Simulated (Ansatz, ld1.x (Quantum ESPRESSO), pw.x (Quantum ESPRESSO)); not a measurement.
# Equation-of-state test of one TM potential (lead (Pb))

* Element: Pb (Z = 82)
* Generator: ld1.x (Quantum ESPRESSO) 7.5
* Type: norm-conserving Troullier–Martins (Kleinman–Bylander form)
* Functional: PBE
* Relativity: scalar-relativistic
* Frozen core: [Xe] 4f14
* Valence charge: 14
* Reference configuration: 5d10 6s2 6p1 (charge +1)
* Partial waves: 6s (bound): rc 1.75 bohr; 6p (bound): rc 1.90 bohr; 5d (bound): rc 1.90 bohr
* Local potential: all-electron potential smoothed inside 1.75 bohr (lloc = -2)
* Core correction: Bessel-smoothed model core inside 1.40 bohr

Crystal test: sc Pb in pw.x 7.5, no spin, 10³ k-points, Fermi–Dirac smearing 0.01 Ry, cutoffs 110/440 Ry. The reference is all-electron LAPW (Ansatz 0.2.0) with the same functional, mesh and smearing; V0 and B0 come from Birch–Murnaghan fits to the pressures at five volumes. Errors are pseudo minus all-electron; Δ is the rms difference of the E(V) curves that follow from these fits, minima aligned, over ±6 % about the mean V0. Mesh and smearing are coarse, so the numbers serve the comparison and aren't converged zero-temperature values; the lattice is a test structure that the element need not adopt.

All-electron: a0 = 3.254 Å (V0 = 34.44 Å³/atom), B0 = 34.9 GPa.

Question: How far does the potential miss the all-electron equation of state?

Answer: mean pressure error (GPa): -0.41; a0 (Å): 3.241; a0 error (%): -0.39; B0 error (%): +2.7; Δ (meV/atom): 3.1. The logarithmic derivative shows an extra or strongly shifted pseudo pole above the reference energy (s near 0.03 Ry).

```csv
V (Å³/atom),P all-electron (GPa),P pseudo (GPa)
32.825,1.89,1.43
33.689,0.81,0.38
34.553,-0.11,-0.51
35.417,-0.91,-1.29
36.281,-1.60,-1.95
```

Question: At the middle volume, how do free energy and pressure move when the wave cutoff is lowered (ecutrho kept at four times it)?

Answer:

| cutoff (Ry) | shift of F (meV/atom) | shift of P (GPa) |
| --- | --- | --- |
| 50 | +160.3 | -6.48 |
| 66 | +32.3 | -0.03 |
| 88 | +7.0 | -0.12 |

The run at the middle volume (56 k-points, 8 iterations) took about 95 s on one core of a shared host (Neoverse-N1, 64 threads, 498 GiB, load 30).
